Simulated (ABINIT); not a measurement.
## InP: single point with PBE

**The experiment to reproduce.**

From a printed reference work, data compilation, for a bulk crystal of InP at 1.6 K: band gap 1.4236 eV (direct).

The system is InP.

```
CELL_PARAMETERS angstrom
0.00000 2.93050 2.93050
2.93050 0.00000 2.93050
2.93050 2.93050 0.00000
ATOMIC_POSITIONS crystal
In 0.00000 0.00000 0.00000
P 0.75000 0.75000 0.75000
```

```json
{
 "Program": "ABINIT 10.8.3 (patched build)",
 "Task": "single point",
 "Functional": "PBE",
 "Potentials or basis": "PseudoDojo NC SR PBE v0.4 stringent",
 "Cutoff": "1007 eV",
 "k mesh": "6 × 6 × 6",
 "Occupations": "fermi-dirac, width 0.05 eV",
 "Spin": "no spin polarisation"
}
```

```yaml
Pressure: 2.8 GPa
Band_gap_on_the_k_mesh: 0.71 eV, direct
Valence_electrons_inside_the_program's_atomic_spheres: In 17.85; P 2.76
```

Levels at points of the mesh, in eV from the valence-band top:
| k point | band 10 | band 11 | band 12 | band 13 | band 14 | band 15 | band 16 | band 17 |
| --- | --- | --- | --- | --- | --- | --- | --- | --- |
| (0.00, 0.00, 0.00) | -11.52 | 0.00 | 0.00 | 0.00 | 0.71 | 4.09 | 4.09 | 4.09 |
| (0.50, 0.00, 0.00) | -9.80 | -5.73 | -0.97 | -0.97 | 1.50 | 4.81 | 4.81 | 7.12 |
| (0.50, 0.50, 0.00) | -9.14 | -5.75 | -2.32 | -2.32 | 1.76 | 2.27 | 9.23 | 9.59 |

Run time: 38 s on 1 thread of Arm Neoverse V1, on a shared host, peak memory 0.09 GiB.

A measured gap of InP is 1.4236 eV (direct; 1.6 K; a printed reference work, data compilation); the calculated 0.71 eV misses it by -0.72 eV. Spin-orbit coupling on In is left out. The value is that of PBE, without temperature or zero-point motion. Semilocal functionals fall short of measured gaps as a rule.

Caveat: spin-orbit coupling is left out, which moves the levels of the heavy elements.
